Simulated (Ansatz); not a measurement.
Crystal: FeO (Wuestite).

```
Fe O
1.0
     0.00000    2.15540    2.15540
     2.15540    0.00000    2.15540
     2.15540    2.15540    0.00000
Fe O
1 1
Direct
  0.00000 0.00000 0.00000
  0.50000 0.50000 0.50000
```

Base run:

| Item | Value |
| --- | --- |
| Program | Ansatz 0.2.0 |
| Functional | LDA |
| Potentials or basis | all-electron LAPW, scalar-relativistic |
| Cutoff | 349 eV |
| Density cutoff | 1396 eV |
| Basis error allowed | 0.001 eV/atom |
| k mesh | 11 × 11 × 11 |
| Occupations | fermi-dirac, width 0.05 eV |
| Spin | collinear spin, ferromagnetic start |
| Starting moments | [3.0, 0.0] μB |

Its results: pressure -15.6 GPa; net moment 4.00 μB per cell; site moments Fe +3.59; O +0.34 μB.

Task: After a change of settings the same cell gave: pressure -8.6 GPa; net moment 4.00 μB per cell; site moments Fe +3.62; O +0.32 μB. Which change was it?
A. functional from LDA to PBE; occupations from fermi-dirac, width 0.05 eV to gaussian, width 0.029 eV
B. functional from LDA to PBEsol
C. functional from LDA to PBE

Result: B.

PBEsol binds less tightly than LDA, so the same cell stands under more pressure.

Caveats: a cell with one magnetic atom can't hold antiferromagnetic order, which such compounds often take.

Not every run made on this cell is shown here.
